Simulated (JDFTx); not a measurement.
## FeO (Wuestite): equation of state with PBEsol

FeO (Wuestite):

```
Fe O
1.0
     0.00000    2.15540    2.15540
     2.15540    0.00000    2.15540
     2.15540    2.15540    0.00000
Fe O
1 1
Direct
  0.00000 0.00000 0.00000
  0.50000 0.50000 0.50000
```

```
Program                                 : JDFTx 1.7.0 (patched build)
Task                                    : equation of state
Functional                              : PBEsol
Potentials or basis                     : PseudoDojo-SR-PBEsol-0.4.1-standard with smoothed tails
Cutoff                                  : 1225 eV
Density cutoff                          : 9796 eV
k mesh                                  : 11 × 11 × 11
Occupations                             : fermi-dirac, width 0.05 eV
Spin                                    : collinear spin, ferromagnetic start
Starting moments                        : [3.0, 0.0] μB
Local potential set to -Z/r beyond      : 6 bohr
Density cutoff over wavefunction cutoff : 8
Max SCF steps                           : 100
SCF threshold on the energy             : 1e-09 Ha
Solver of the electrons                 : scf
```

```
Equilibrium volume                      : 9.54 Å³/atom
Bulk modulus                            : 209 GPa
Pressure derivative of the bulk modulus : 4.5
```

Energy against volume, from the lowest point:
| volume (Å³/atom) | energy (meV/atom) |
| --- | --- |
| 9.413 | 0.72 |
| 9.613 | 0.00 |
| 9.813 | 4.55 |
| 10.013 | 13.78 |
| 10.214 | 27.18 |
| 10.414 | 44.32 |
| 10.614 | 64.78 |
